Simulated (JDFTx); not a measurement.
Crystal: Ta.

```
CELL_PARAMETERS angstrom
-1.65128 1.65128 1.65128
1.65128 -1.65128 1.65128
1.65128 1.65128 -1.65128
ATOMIC_POSITIONS crystal
Ta 0.00000 0.00000 0.00000
```

* Program: JDFTx 1.7.0 (patched build)
* Task: relaxation of cell and atoms
* Functional: PBE
* Potentials or basis: SPMS-PBE-1.0 with smoothed tails
* Cutoff: 1088 eV
* Density cutoff: 4354 eV
* k mesh: 9 × 9 × 9
* Occupations: fermi-dirac, width 0.05 eV
* Spin: no spin polarisation

At the start: pressure 3.2 GPa; volume 18.01 Å³/atom.

**Question.** How do energy, volume and symmetry change on relaxing?

**Answer.** Over 5 steps the energy falls by 3.1 meV/atom and the volume is 18.33 Å³/atom (+1.7 %); space group Im-3m (No. 229, to 0.05 Å).

The path:
```tsv
step	energy change (eV)	largest force (eV/Å)	pressure (GPa)	volume (Å³)
1	0.0000	0.0000	3.16	18.01
2	-0.0015	0.0000	2.28	18.10
3	-0.0031	0.0000	0.10	18.32
4	-0.0031	0.0000	0.01	18.32
5	-0.0031	0.0000	0.00	18.33
```

Final structure:
```
CELL_PARAMETERS angstrom
-1.66085 1.66085 1.66085
1.66085 -1.66085 1.66085
1.66085 1.66085 -1.66085
ATOMIC_POSITIONS crystal
Ta 0.00000 0.00000 0.00000
```
